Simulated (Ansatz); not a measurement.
# Li₃Ni₂: relaxation (Ansatz)

input.yaml:

```yaml
crystal:
  lattice:
    - [1.533327, 2.655798, 0.0]
    - [-1.533327, 2.655798, 0.0]
    - [0.0, -1.770532, 7.301765]
  atoms:
    - { symbol: Ni, position: [0.3988, 0.3988, 0.1964], spin: 2, spin_axis: [-0.98598, -0.16566, 0.02021] }
    - { symbol: Ni, position: [0.6012, 0.6012, 0.8036], spin: 2, spin_axis: [-0.46966, 0.06716, -0.88029] }
    - { symbol: Li, position: [0.7872, 0.7872, 0.3616] }
    - { symbol: Li, position: [0.2128, 0.2128, 0.6384] }
    - { symbol: Li, position: [0.0, 0.0, 0.0] }
  symmetry: { tolerance: 0.0003 }
kpoints:
  mp_grid: { grid: [7, 7, 7], shift: [0, 0, 0] }
magnetization:
  noncollinear: true
  spin_orbit: false
scf:
  occupations: { method: fermi_dirac }
  lower_state_search: "off"
hamiltonian:
  pseudopotentials: { kind: paw }
  xc: pbe
basis:
  ecutwfc: 420
  fft_grid_basis: typed
relax:
  max_steps: 40
  f_tol: 0.03
output:
  forces: true
  stress: true
  eigenvalues: true
  bader: true
  populations: true
  elf: true
  write_potential: true
  volumetric_format: npy
  dos:
    e_range: [-12, 8]
    de: 0.05
    projected: { site_lists: { Li: [Li], Ni: [Ni] } }
    method: { smearing: { sigma: 0.1, scheme: gaussian } }
  write_density: true
checkpoint:
  read: saved_state
```

Run with:

```bash
ansatz run input.yaml --threads 2 --pin off --max-ram 2560MiB --backend cpu --events-out ev --progress --plain --runs-dir out
```

Origin of the cell: a known structure type with other elements, at an estimated volume, so it need not be a known compound.

The smearing width isn't typed, so it takes its default of 0.1 eV.

The saved state is a converged single point of the same cell.

Steps:

| step | ΔF (meV/atom) | max force component (eV/Å) | SCF iterations | step was |
| --- | --- | --- | --- | --- |
| 1 | 0.0 | 1.597 | 17 | accepted |
| 2 | -60.8 | 0.802 | 10 | accepted |
| 3 | -80.1 | 0.079 | 7 | accepted |
| 4 | -80.3 | 0.028 | 11 | accepted |

Before:

Space group R-3m (No. 166); the run's cell has a = 3.067 Å, b = 3.067 Å, c = 7.513 Å, α = 101.78°, β = 101.78°, γ = 60.00°. Shortest distances: Li–Ni 2.14 Å, Li–Li 2.69 Å, Ni–Ni 3.07 Å.

After:

Space group R-3m (No. 166); the run's cell has a = 3.067 Å, b = 3.067 Å, c = 7.513 Å, α = 101.78°, β = 101.78°, γ = 60.00°. Shortest distances: Li–Ni 2.28 Å, Li–Li 2.30 Å, Ni–Ni 3.07 Å.

```xyz
5
Lattice="1.5333 2.6558 0.0000 -1.5333 2.6558 0.0000 0.0000 -1.7705 7.3018" Properties=species:S:1:pos:R:3 pbc="T T T"
Ni    0.0000    1.7705    1.4822
Ni    0.0000    1.7705    5.8196
Li    0.0000    3.5411    2.9184
Li    0.0000    0.0000    4.3833
Li    0.0000    0.0000    0.0000
```

```
Free energy lowered by  : 80.3 meV/atom
Final pressure          : 3.59 GPa
Relaxation steps listed : 4
Gap on the mesh         : none (metal)
```

Caveats: a starting moment was lost; the SCF threshold is looser than advised for a stress; the k mesh is coarse if the cell is a metal; the relaxation held the start's symmetry, so the end may be a saddle point; the run holds no moments, so a magnetic state may lie lower.

Time: 3.8 min on 2 threads of Arm Neoverse N1 (shared host), peak memory 0.59 GiB, from a saved density.
